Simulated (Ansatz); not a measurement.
# BeS: computed DOS

```cif
data_structure
_symmetry_space_group_name_H-M 'P 1'
_symmetry_Int_Tables_number 1
_cell_length_a 3.2731
_cell_length_b 3.2731
_cell_length_c 3.2731
_cell_angle_alpha 60.000
_cell_angle_beta 60.000
_cell_angle_gamma 60.000
_cell_volume 24.80
loop_
_atom_site_label
_atom_site_type_symbol
_atom_site_fract_x
_atom_site_fract_y
_atom_site_fract_z
_atom_site_occupancy
Be1 Be 0.00000 0.00000 0.00000 1
S1 S 0.50000 0.50000 0.50000 1
```

The runs use the primitive cell with vectors (0.000, 2.314, 2.314), (2.314, 0.000, 2.314), (2.314, 2.314, 0.000) Å, to which the k mesh refers.

The structure comes from a relaxation in the same program, started in the rocksalt type, and has space group Fm-3m. Whether it is a known phase or the ground state wasn't checked.

Theory: DFT, PBE, all-electron LAPW, scalar-relativistic in Ansatz 0.2.0.

Numerical set-up: a Γ-centred 13×13×13 k mesh, Fermi–Dirac smearing of 0.08 eV, basis error target 1 meV/atom, no spin polarisation.

States per eV and cell, averaged over 0.4 eV, from -7.4 to 3.6 eV, with energies (bin centres) from the valence-band top; empty bins are left out. The partial columns, the largest 3 alone, are projections on Löwdin-orthogonalised atomic shells (those that the program's projection atoms carry: the occupied ones and, for some elements, an empty d or f shell; other empty shells have no column), summed over atoms of an element. Weights on diffuse s and p shells depend on that basis and aren't pure angular character.

```
E (eV)  total  S 3p  Be 2s  S 3s
  -7.3   0.01  0.01   0.00  0.00
  -6.9   0.27  0.20   0.06  0.00
  -6.5   0.70  0.57   0.10  0.02
  -6.1   1.34  1.11   0.14  0.05
  -5.7   0.95  0.76   0.11  0.06
  -5.3   0.51  0.39   0.06  0.05
  -4.9   0.72  0.59   0.06  0.04
  -4.5   0.72  0.60   0.04  0.04
  -4.1   0.72  0.61   0.03  0.03
  -3.7   0.77  0.65   0.05  0.03
  -3.3   1.03  0.88   0.06  0.02
  -2.9   1.18  1.03   0.06  0.02
  -2.5   1.10  0.97   0.04  0.02
  -2.1   1.04  0.92   0.03  0.01
  -1.7   1.00  0.90   0.02  0.01
  -1.3   0.93  0.85   0.01  0.01
  -0.9   0.89  0.83   0.00  0.01
  -0.5   0.84  0.80   0.00  0.00
  -0.1   0.25  0.24   0.00  0.00
   1.1   0.02  0.00   0.02  0.00
   1.5   0.12  0.01   0.09  0.01
   1.9   0.22  0.02   0.14  0.01
   2.3   0.32  0.03   0.18  0.01
   2.7   0.44  0.05   0.21  0.02
   3.1   0.56  0.06   0.22  0.01
   3.5   0.76  0.08   0.23  0.01
```

(1) Which of the resolved shells contributes most in the top eV of the valence band?

Results:

(1) S 3p, with 95 % of all states there; S 3s follows with 1 %.
